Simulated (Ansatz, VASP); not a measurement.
# One calculation of Co, two programs

File INCAR:

```
ALGO = Normal
EDIFF = 1E-6
ENCUT = 520
GGA = PE
ISIF = 2
ISMEAR = 0
ISPIN = 2
LASPH = T
LCHARG = F
LMAXMIX = 4
LORBIT = 11
LREAL = F
LWAVE = F
MAGMOM = 3 3 3
NBANDS = 24
NELM = 150
PREC = Accurate
SIGMA = 0.1
```

File KPOINTS:

```
k-points
0
Gamma
  6 6 8
```

File POSCAR:

```
Co
1.0
    4.1443119443      0.0000000000      0.0000000000
   -2.0721559722      3.5890794250      0.0000000000
    0.0000000000      0.0000000000      2.5406434094
Co
3
Direct
    0.0000000000      0.0000000000      0.0000000000
    0.3333333333      0.6666666667      0.5000000000
    0.6666666667      0.3333333333      0.5000000000
```

Input for Ansatz:

```yaml
crystal:
  lattice:
    - [4.1443119443, 0.0, 0.0]
    - [-2.0721559722, 3.589079425, 0.0]
    - [0.0, 0.0, 2.5406434094]
  atoms:
    - { symbol: Co, position: [0.0, 0.0, 0.0], spin: 3.0 }
    - { symbol: Co, position: [0.3333333333, 0.6666666667, 0.5], spin: 3.0 }
    - { symbol: Co, position: [0.6666666667, 0.3333333333, 0.5], spin: 3.0 }
basis:
  ecutwfc: 420
kpoints:
  mp_grid: { grid: [6, 6, 8] }
hamiltonian:
  xc: pbe
scf:
  occupations: { method: gaussian, width: 0.1 }
  lower_state_search: "off"
output:
  forces: true
  stress: true
  eigenvalues: true
  populations: true
magnetization:
  spin_polarized: true
```

Alike in both runs: task single point; functional PBE; k mesh 6 × 6 × 8; occupations gaussian, width 0.1 eV; collinear spin.

|  | VASP | Ansatz |
| --- | --- | --- |
| version | VASP 6.6.1 | Ansatz 0.2.0 |
| potentials or method | VASP PAW PBE potentials, release 64 (Co) | scalar-relativistic, plane waves, PAW |
| plane-wave cutoff (eV) | 520 | 420 |
| valence electrons in the cell | 27 | 51 |

VASP gave:

```
gap on the k mesh at the Fermi level (eV)                     : none
pressure (GPa)                                                : -19.9
largest component of the traceless stress (GPa)               : 1.06
net moment per atom (μB)                                      : 1.73
size of the moment on the site where the two differ most (μB) : 1.79
```

**Question.** What did Ansatz give for the same quantities?

**Answer.** gap on the k mesh at the Fermi level (eV): none; pressure (GPa): -19.9; largest component of the traceless stress (GPa): 1.11; net moment per atom (μB): 1.73; size of the moment on the site where the two differ most (μB): 1.84.

Site moments also hang on the region over which each program counts them. A gap of «none» marks a metal or a gap that the smearing closes. With one functional, cell and mesh, what is left measures potentials, basis and numerics. The two sets of potentials don't hold the same shells in valence.

Caveats: so large a pressure means that the cell lies far from this level's equilibrium, or that cutoff or potentials fall short (VASP).
